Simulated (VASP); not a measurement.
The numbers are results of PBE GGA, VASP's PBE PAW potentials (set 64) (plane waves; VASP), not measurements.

Input for VASP

File POSCAR:
```
BeO
4.4193430
  0.6156917442   0.0000000000   0.0000000000
 -0.3078459853   0.5332048225   0.0000000000
  0.0000000000   0.0000000000   1.0000000000
Be O
2 2
Cart
 -0.0000003833   0.3554700594   0.0001600000
  0.3078461422   0.1777347631   0.5001600000
 -0.0000003833   0.3554700594   0.3773400000
  0.3078461422   0.1777347631   0.8773400000
```

### INCAR
```
! general
SYSTEM = BeO
PREC   = Accurate
ENCUT  = 400
LREAL  = .FALSE.
LASPH  = .TRUE.

! electronic loop
EDIFF  = 1E-6
NELM   = 100
ALGO   = Normal

! smearing
ISMEAR = 0
SIGMA  = 0.01

! functional
GGA    = PE

! ions
ISIF   = 2

! output
LWAVE  = .FALSE.
LCHARG = .FALSE.
```

### KPOINTS
```
Automatic mesh
0
Gamma
5 5 3
0.5 0.5 0.5
```

POTCAR, in this order: Be O (PBE.64 set). Program: vasp_std.

The run wrote:

File OSZICAR:
```
       N       E                     dE             d eps       ncg     rms          rms(c)
DAV:   1     0.511649190511E+02    0.51165E+02   -0.76494E+03   432   0.103E+03
DAV:   2    -0.284348580767E+02   -0.79600E+02   -0.74405E+02   608   0.249E+02
DAV:   3    -0.305993060718E+02   -0.21644E+01   -0.21598E+01   576   0.439E+01
DAV:   4    -0.306129977513E+02   -0.13692E-01   -0.13687E-01   532   0.406E+00
DAV:   5    -0.306131811881E+02   -0.18344E-03   -0.18342E-03   564   0.385E-01    0.886E+00
DAV:   6    -0.285195922127E+02    0.20936E+01   -0.71178E+00   508   0.236E+01    0.293E+00
DAV:   7    -0.285047067781E+02    0.14885E-01   -0.13860E-01   528   0.371E+00    0.186E+00
DAV:   8    -0.285126354239E+02   -0.79286E-02   -0.39176E-02   448   0.279E+00    0.262E-01
DAV:   9    -0.285116281910E+02    0.10072E-02   -0.30054E-03   572   0.536E-01    0.686E-02
DAV:  10    -0.285119538153E+02   -0.32562E-03   -0.73774E-04   472   0.230E-01    0.470E-02
DAV:  11    -0.285119217397E+02    0.32076E-04   -0.15039E-04   560   0.113E-01    0.372E-03
DAV:  12    -0.285119218191E+02   -0.79393E-07   -0.37647E-06   480   0.210E-02
   1 F= -.28511922E+02 E0= -.28511922E+02  d E =-.275814E-13
```

### OUTCAR
```
------------------------ aborting loop because EDIFF is reached ----------------------------------------
  FORCE on cell =-STRESS in cart. coord.  units (eV):
  Direction    XX          YY          ZZ          XY          YZ          ZX
  --------------------------------------------------------------------------------------
  Total       -1.4597848     -1.4597855     -1.4368712      0.0000003      0.0000000      0.0000000
  in kB      -82.5408398    -82.5408804    -81.2452312      0.0000175      0.0000000      0.0000000
  external PRESSURE =     -82.1089838 kB  Pullay stress =       0.0000000 kB
  volume of cell :       28.34
      direct lattice vectors                 reciprocal lattice vectors
     2.720953000  0.000000000  0.000000000     0.367518292  0.212186811  0.000000000
    -1.360477000  2.356415000  0.000000000     0.000000000  0.424373466  0.000000000
     0.000000000  0.000000000  4.419343000     0.000000000  0.000000000  0.226277978
 POSITION                                       TOTAL-FORCE (eV/Angst)
 -----------------------------------------------------------------------------------
     -0.00000      1.57094      0.00071         0.000000      0.000000     -0.024460
      1.36048      0.78547      2.21038        -0.000000      0.000000     -0.024460
     -0.00000      1.57094      1.66759        -0.000000      0.000000      0.024460
      1.36048      0.78547      3.87727         0.000000     -0.000000      0.024460
 -----------------------------------------------------------------------------------
    total drift:                               -0.001387      0.000801     -0.002020
  FREE ENERGIE OF THE ION-ELECTRON SYSTEM (eV)
  ---------------------------------------------------
  free  energy   TOTEN  =       -28.5119218191 eV

  energy  without entropy=      -28.5119218191  energy(sigma->0) =      -28.51192182
```
(Selected blocks of OUTCAR.)

At this cut-off the stress carries a Pulay error, which pulls relaxed volumes low.

The structure comes from a computed database's BeO entry; how it stands against other phases isn't given here. The cell was not relaxed at this level. The k-mesh is coarse (spacing up to 0.53 per Å, 2π included), so the numbers may not be converged in it. The run is one of a series of settings (KPOINTS 5×5×3 Γ-centred mesh shifted by (0.5, 0.5, 0.5) against the base run), some of them coarse on purpose.
